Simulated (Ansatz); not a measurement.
Wanted: the native input for an Ansatz 0.2.0 run.

| Item | Value |
| --- | --- |
| Task | relaxation of cell and atoms |
| Functional | PBEsol |
| Potentials or basis | Ansatz PAW earlier set |
| Cutoff | 580 eV (not typed: the program's choice for these potentials) |
| k mesh | 8 × 8 × 8 |
| Occupations | fermi-dirac, width 0.05 eV |
| Spin | no spin polarisation |

Crystal: Bi2Se3 (Paraguanajuatite).

```
CELL_PARAMETERS angstrom
2.07150 1.19598 9.54533
-2.07150 1.19598 9.54533
0.00000 -2.39196 9.54533
ATOMIC_POSITIONS crystal
Bi 0.59920 0.59920 0.59920
Bi 0.40080 0.40080 0.40080
Se 0.78830 0.78830 0.78830
Se 0.21170 0.21170 0.21170
Se 0.00000 0.00000 0.00000
```

These files were run (other wordings do the same):

input.yaml

```yaml
crystal:
  lattice:
    - [2.0715, 1.1959810826, 9.5453333333]
    - [-2.0715, 1.1959810826, 9.5453333333]
    - [0.0, -2.3919621653, 9.5453333333]
  atoms:
    - { symbol: Bi, position: [0.5992, 0.5992, 0.5992] }
    - { symbol: Bi, position: [0.4008, 0.4008, 0.4008] }
    - { symbol: Se, position: [0.7883, 0.7883, 0.7883] }
    - { symbol: Se, position: [0.2117, 0.2117, 0.2117] }
    - { symbol: Se, position: [0.0, 0.0, 0.0] }
hamiltonian:
  xc: pbesol
  pseudopotentials: { kind: paw, source: ansatz }
kpoints:
  mp_grid: { grid: [8, 8, 8] }
scf:
  occupations: { method: fermi_dirac, width: 0.05 }
output:
  forces: true
  stress: true
  eigenvalues: true
relax:
  f_tol: 0.01
  max_steps: 40
  cell: { stress_tol: 0.05 }
```

Potentials or basis: Ansatz PAW earlier set.

Command:

```console
$ ansatz run input.yaml --threads 2 --pin off --max-ram 5632MiB --backend cpu --events-out ev --progress --plain --runs-dir out
```

Results of the run:

```
Relaxed volume                         : 28.17 Å³/atom
Relaxed cell                           : a = 9.822 Å, b = 9.822 Å, c = 9.822 Å, α = 24.28°, β = 24.28°, γ = 24.28°
Space group after relaxing (to 0.05 Å) : R-3m (No. 166)
Energy gained by relaxing              : 0.7 meV/atom
Ionic steps                            : 3
Pressure after relaxing                : 0.0 GPa
Largest force after relaxing           : 0.003 eV/Å
Band gap on the k mesh                 : 0.12 eV, direct
```

Caveat: the plane-wave basis is chosen anew once the cell has moved, so the energies of steps on either side of that aren't comparable; spin-orbit coupling is left out, which as a rule narrows the gap of such compounds by several tenths of an eV; the PAW data sets come from PBE, with cores solved anew for the run's functional, which leaves a small shift of forces and pressure.

Wall time 2 min on 2 threads of Intel(R) Xeon(R) Platinum 8259CL CPU @ 2.50GHz (Skylake/Cascade Lake) (shared host), peak memory 0.95 GiB.
